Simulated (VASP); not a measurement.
Te2Mo, 3 atoms in the cell. The cell holds a slab with vacuum, 3 atoms: a = 3.518 Å, b = 3.518 Å, c = 21.605 Å, α = 90.00°, β = 90.00°, γ = 120.00°. 

- Program: VASP 6.6.1
- Task: relaxation of cell and atoms
- Functional: PBE
- Dispersion: D3(BJ)
- Potentials or basis: VASP PAW PBE potentials, release 64 (Te, Mo_sv)
- Cutoff: 600 eV
- k mesh: 12 × 12 × 1
- Occupations: gaussian, width 0.03 eV
- Spin: no spin polarisation
- Further INCAR settings: ALGO = Normal; EDIFF = 1e-06; IBRION = 2; EDIFFG = -0.01; NSW = 90; ISIF = 3

Potentials or basis: VASP PAW PBE potentials, release 64 (Te, Mo_sv).

The run is started by

```bash
$ cat potpaw_PBE.64/Te/POTCAR potpaw_PBE.64/Mo_sv/POTCAR > POTCAR
$ mpirun -np 1 vasp_std > vasp.out
```

Hardware: 1 thread of Intel(R) Xeon(R) 6975P-C (Granite Rapids), on a shared host.

Problem. How long does it take, and how much memory?

Solution. Run time: 3.1 min on 1 thread of Intel(R) Xeon(R) 6975P-C (Granite Rapids), on a shared host, peak memory 0.47 GiB. Counts: scf iterations 56, k points 19, ion steps 6.
